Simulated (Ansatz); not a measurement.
**SnO$_{2}$: a vibration from a frozen displacement**

These are results of Ansatz 0.2.0, DFT PBE, scalar-relativistic, plane waves, PAW, not measurements. Cutoff 420 eV, Γ-centred 8×8×8 k-points, Gaussian smearing of 0.05 eV. No spin polarisation. Energies are free energies at this smearing, counted from the undisturbed cell; pressure is positive in compression.

Zero of the scan (relaxed at this level; this form isn't the usual structure):

```xyz
12
Lattice="5.1698 0.0000 0.0000 0.0000 5.1698 0.0000 0.0000 0.0000 5.1698" Properties=species:S:1:pos:R:3 pbc="T T T"
Sn    0.0000    2.5849    2.5849
Sn    2.5849    2.5849    0.0000
Sn    2.5849    0.0000    2.5849
Sn    0.0000    0.0000    0.0000
O     1.7530    0.8319    4.3379
O     0.8319    4.3379    1.7530
O     4.3379    1.7530    0.8319
O     3.4168    3.4168    3.4168
O     1.7530    1.7530    1.7530
O     0.8319    3.4168    4.3379
O     4.3379    0.8319    3.4168
O     3.4168    4.3379    0.8319
```

Every Sn atom is moved by x along the Cartesian unit vector (1.000, 0.000, 0.000); the cell and all other atoms stay fixed. The cell's volume is 138.17 Å³; the moved atoms weigh 474.840 u together and the others 127.992 u. Some rows repeat others by symmetry and weren't run.

| x (Å) | ΔE (meV/cell) | total force on the moved atoms along the move (eV/Å) | pressure (GPa) |
| --- | --- | --- | --- |
| -0.3000 | 2247.08 | 16.0460 | 9.8851 |
| -0.2625 | 1691.68 | 13.6056 | 7.5275 |
| -0.2250 | 1224.49 | 11.3376 | 5.5039 |
| -0.1875 | 839.51 | 9.2180 | 3.8062 |
| -0.1500 | 531.59 | 7.2228 | 2.4268 |
| -0.1125 | 296.52 | 5.3288 | 1.3599 |
| -0.0750 | 130.99 | 3.5100 | 0.6010 |
| -0.0375 | 32.63 | 1.7424 | 0.1470 |
| 0.0000 | 0.00 | 0.0000 | -0.0042 |
| 0.0375 | 32.63 | -1.7424 | 0.1470 |
| 0.0750 | 130.99 | -3.5100 | 0.6010 |
| 0.1125 | 296.52 | -5.3288 | 1.3599 |
| 0.1500 | 531.59 | -7.2228 | 2.4268 |
| 0.1875 | 839.51 | -9.2180 | 3.8062 |
| 0.2250 | 1224.49 | -11.3376 | 5.5039 |
| 0.2625 | 1691.68 | -13.6056 | 7.5275 |
| 0.3000 | 2247.08 | -16.0460 | 9.8851 |

Problem. What frequency belongs to this motion?

Solution. The force constant is k = −dF/dx = 46.464 eV/Å², from the parabola through x = -0.0375, 0 and 0.0375. In every cell the moved atoms swing against the rest, so the mass is μ = m₁m₂/(m₁ + m₂) = 100.817 u, and ν̃ = 521.5 cm⁻¹ × √(|k|/μ) = 354 cm⁻¹. The pattern needn't be a normal mode: ν̃² is then a weighted mean of the squared nonzero frequencies at the zone centre of this cell, taken without macroscopic field, so it lies between the lowest and the highest of them.

Problem. How far does the harmonic law reach?

Solution. At x = -0.300 Å, kx²/2 = 2090.88 meV against the computed 2247.08 meV (+7.5 %): the well is still close to harmonic there.

Problem. The pressure changes with x². What does that say about the frequency under compression?

Solution. With E = k(V)x²/2, k ∝ V^(−2γ) and x scaling with the cell as V^(1/3), P − P0 = −∂E/∂V = (2γ − 2/3) ΔE/V. At x = 0.0750 Å, V(P − P0) = 138.17 × 0.60522 / 160.2 eV = 521.94 meV and ΔE = 130.99 meV, so γ = 1/3 + V(P − P0)/(2ΔE) = 2.33. This is the Grüneisen parameter of the motion under uniform scaling of the cell: shrinking the cell evenly by 1 % in volume raises the frequency by about 2.33 %.

Cost: 9 runs of about 24 core-minutes in all, on Intel Xeon Processor @ 2.50GHz (Skylake/Cascade Lake) (shared hosts).